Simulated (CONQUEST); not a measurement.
Runs of CONQUEST 1.3 on BaTiO3. The structure is tetragonal, space group P4mm (No. 99). The conventional cell has a = 4.000 Å, b = 4.000 Å, c = 4.018 Å, α = 90.00°, β = 90.00°, γ = 90.00°. Ba (site symmetry 4mm) is surrounded by 12 O at 2.79 to 2.88 Å. Around Ti (site symmetry 4mm) lie 6 O at 1.89 to 2.13 Å. Around O (site symmetry 2mm) lie 2 Ti at 2.00 Å. Around O (site symmetry 4mm) lie 2 Ti at 1.89 to 2.13 Å. 

```csv
task,potentials or basis,cell,gap on the mesh (eV),pressure (GPa),largest force (eV/Å)
single point,"PseudoDojo NC PBE, DZ, grid cutoff 150 Ha","atoms moved at random, drawn with an rms of 0.05 Å",1.81,4.8,0.92
single point,"PseudoDojo NC PBE, DZP, grid cutoff 150 Ha",as given,1.78,(a),(c)
single point,"PseudoDojo NC PBE, SZP, grid cutoff 150 Ha","atoms moved at random, drawn with an rms of 0.05 Å",1.56,7.1,0.66
single point,"PseudoDojo NC PBE, SZ, grid cutoff 150 Ha",as given,1.50,9.7,(d)
single point,"PseudoDojo NC PBE, DZP, grid cutoff 150 Ha","atoms moved at random, drawn with an rms of 0.05 Å",1.80,5.2,0.67
single point,"PseudoDojo NC PBE, SZP, grid cutoff 150 Ha",as given,1.54,6.5,0.20
single point,"PseudoDojo NC PBE, DZ, grid cutoff 150 Ha",as given,(b),4.0,0.17
```

Alike in all rows: level PBE; no spin polarisation; k mesh 7 × 7 × 7; smearing fermi-dirac 0.05 eV.

Estimate the missing entries.

(a) 4.5; (b) 1.79; (c) 0.21; (d) 0.52.

Caveats: spin-orbit coupling is left out, which moves the levels of the heavy elements; an odd mesh through Γ misses points on the zone boundary, where band edges often lie; the basis of atomic orbitals isn't converged, which shifts pressures, moduli and gaps; the atomic basis is small (some runs).

A k mesh can miss the band edges, and the runs leave out spin-orbit coupling on Ba.
